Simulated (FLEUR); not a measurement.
Crystal: BaTiO3.

```
CELL_PARAMETERS angstrom
3.99980 0.00000 0.00000
0.00000 3.99980 0.00000
0.00000 0.00000 4.01800
ATOMIC_POSITIONS crystal
Ba 0.00000 0.00000 0.00000
Ti 0.50000 0.50000 0.49000
O 0.00000 0.50000 0.51700
O 0.50000 0.00000 0.51700
O 0.50000 0.50000 0.01900
```

Base run:

| Quantity | Value |
| --- | --- |
| Program | FLEUR MaX-R8.1 (later development tree) |
| Functional | Wigner |
| Potentials or basis | all-electron |
| Basis | FLAPW |
| Kmax | 5.21 1/bohr |
| k mesh | 7 × 7 × 7 |
| Occupations | fermi-dirac, width 0.05 eV |
| Spin | no spin polarisation |

Its results: band gap on the k mesh 1.85 eV, indirect (least direct gap 1.99 eV).

Q: The run is repeated on the same cell with these changes: functional from Wigner to revPBE. What comes out?

A: Band gap on the k mesh 1.95 eV, indirect (least direct gap 2.11 eV).

Caveats: spin-orbit coupling is left out, which moves the levels of the heavy elements; the mesh misses the band edges, which the band path finds closer together.

Not every run made on this cell is shown here.
